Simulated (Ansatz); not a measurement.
**CdS: stiffness from a series of strains**

```
CELL_PARAMETERS angstrom
4.13480 0.00000 0.00000
-2.06740 3.58084 0.00000
0.00000 0.00000 6.74900
ATOMIC_POSITIONS crystal
Cd 0.33333 0.66667 0.00000
Cd 0.66667 0.33333 0.50000
S 0.33333 0.66667 0.38500
S 0.66667 0.33333 0.88500
```

Atom numbers follow the list: Cd1, Cd2, S3, S4.

The cell is COD entry 9008862, as deposited and not checked against the literature; nothing was relaxed. It differs from other determinations.

All numbers below come from Ansatz 0.2.0, DFT, PBE, all-electron LAPW, scalar-relativistic.

The runs use a Γ-centred 7×7×4 k mesh, Fermi–Dirac smearing of 0.01 eV, basis error target 1 meV/atom, no spin polarisation.

The strain is applied along the Cartesian axes of the cell as listed (γ is the engineering shear, twice εxy = εyz = εzx). Fractional coordinates are held (clamped ions).

σ is the change of stress from the unstrained cell, which is at 2.56 GPa; tension is positive, so slopes are stress–strain coefficients at that pressure.

Only quantities that a quadratic follows smoothly over the whole series are listed; rougher ones are left out.

```csv
γ,σxy (GPa),σyz (GPa)
-0.0300,-1.31,-0.72
-0.0200,-0.87,-0.48
-0.0100,-0.43,-0.24
0.0000,0.00,0.00
0.0100,0.43,0.23
0.0300,1.27,0.69
```

**Question.** Fit the series and read off the stiffness at zero strain.

**Answer.** Least-squares fits y = p0 + p1 x + p2 x² to the rows give σxy (GPa): p1 = 43, p2 = -24; σyz (GPa): p1 = 23.5, p2 = -14.

**Question.** One run, at γ = 0.0200, is withheld. Predict its row.

**Answer.** The fits give 0.85, 0.46; the run gave 0.85, 0.46.
